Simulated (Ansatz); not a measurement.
# Br in Ansatz: the effect of target pressure

The system is Br.

```xyz
1
Lattice="-1.2868 1.7200 3.5780 1.2868 -1.7200 3.5780 1.2868 1.7200 -3.5780" Properties=species:S:1:pos:R:3 pbc="T T T"
Br    0.0000    0.0000    0.0000
```

Alike in all runs:

- Program: Ansatz 0.2.0
- Task: relaxation of cell and atoms
- Functional: PBEsol
- Potentials or basis: Ansatz PAW
- Cutoff: 420 eV (not typed: the program's choice for these potentials)
- k mesh: 13 × 13 × 13
- Occupations: fermi-dirac, width 0.05 eV
- Spin: no spin polarisation

Each run relaxes the cell or the atoms first.

Q: One run gave: relaxed volume 17.90 Å³/atom. Which target pressure did it use?
A. 0 GPa
B. 30 GPa
C. 20 GPa
D. 5 GPa
E. 2 GPa

A: B.

```tsv
target pressure	relaxed volume (Å³/atom)
0 GPa	30.81
2 GPa	26.69
5 GPa	24.33
10 GPa	22.17
20 GPa	19.46
30 GPa	17.90
```

Caveats: the plane-wave basis is chosen anew once the cell has moved, so the energies of steps on either side of that aren't comparable; an odd number of electrons without spin polarisation forces a metal; a magnetic or distorted state may lie lower; the PAW data sets come from PBE, with cores solved anew for the run's functional, which leaves a small shift of forces and pressure; the volume moved by over 15 % at a fixed basis, so the end points are rough (some runs).
